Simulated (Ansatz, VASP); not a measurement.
Two plane-wave programs on NaH2

```
Na H
1.0
     3.43593    0.00000    0.00000
    -1.71797    2.97560    0.00000
     0.00000    0.00000    3.83072
Na H
1 2
Direct
  0.00000 0.00000 0.00000
  0.33333 0.66667 0.50000
  0.00000 0.00000 0.50000
```

Alike in both runs: task relaxation of cell and atoms; functional PBE; k mesh 15 × 15 × 12; occupations gaussian, width 0.1 eV; no spin polarisation.

|  | VASP | Ansatz |
| --- | --- | --- |
| version | VASP 6.6.1 | Ansatz 0.2.0 |
| potentials or method | VASP PAW PBE potentials, release 64 (Na_pv, H) | scalar-relativistic, plane waves, PAW |
| plane-wave cutoff (eV) | 600 | 420 |
| valence electrons in the cell | 9 | 11 |

|  | VASP | Ansatz | Ansatz less VASP |
| --- | --- | --- | --- |
| gap on the k mesh at the Fermi level, each at its own relaxed structure (eV) | none | none | - |
| relaxed volume (Å³/atom) | 13.09 | 13.08 | -0.006 |
| relaxed cell length with the largest relative difference (Å) | 3.839 | 3.834 | -0.0053 |

A gap of «none» marks a metal or a gap that the smearing closes. The two sets of potentials don't hold the same shells in valence.
